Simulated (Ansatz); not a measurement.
Space group P-3m1 (No. 164). a = 4.569 Å, b = 4.569 Å, c = 7.240 Å, α = 90.00°, β = 90.00°, γ = 120.00°
| atom | site | symmetry | x | y | z |
| --- | --- | --- | --- | --- | --- |
| Mg | 2d | 3m. | 0.3333 | 0.6667 | 0.6337 |
| Mg | 1a | -3m. | 0.0000 | 0.0000 | 0.0000 |
| Sb | 2d | 3m. | 0.3333 | 0.6667 | 0.2287 |

Equation of state of this Mg$_{3}$Sb$_{2}$ structure (not necessarily the ground state), with shape and atoms relaxed at each volume where symmetry leaves them free. All numbers below come from DFT r2SCAN, scalar-relativistic, plane waves, PAW (Ansatz 0.2.0).

Cutoff 500 eV; k points 6×6×4 on the computed 5-atom cell (Γ-centred); Gaussian smearing, width 0.02 eV; no spin polarisation.

```
V (Å³/atom) E − E(largest V) (meV/atom) P (GPa) gap on mesh (eV)
     23.040                        35.47     7.66              0.37
     23.825                         3.93     5.27              0.44
     24.611                       -16.79     3.23              0.50
     25.396                       -28.26     1.49              0.56
     26.182                       -31.81     0.00              0.60
     26.967                       -28.60    -1.28              0.64
     27.753                       -19.59    -2.37              0.67
     28.800                         0.00    -3.58              0.70
```

Q: Fit a third-order Birch–Murnaghan equation to E(V).

A: V0 = 26.18 Å³/atom, B0 = 46 GPa, B0' = 4.2.

Spin-orbit coupling is left out, which matters for the bands of heavy elements.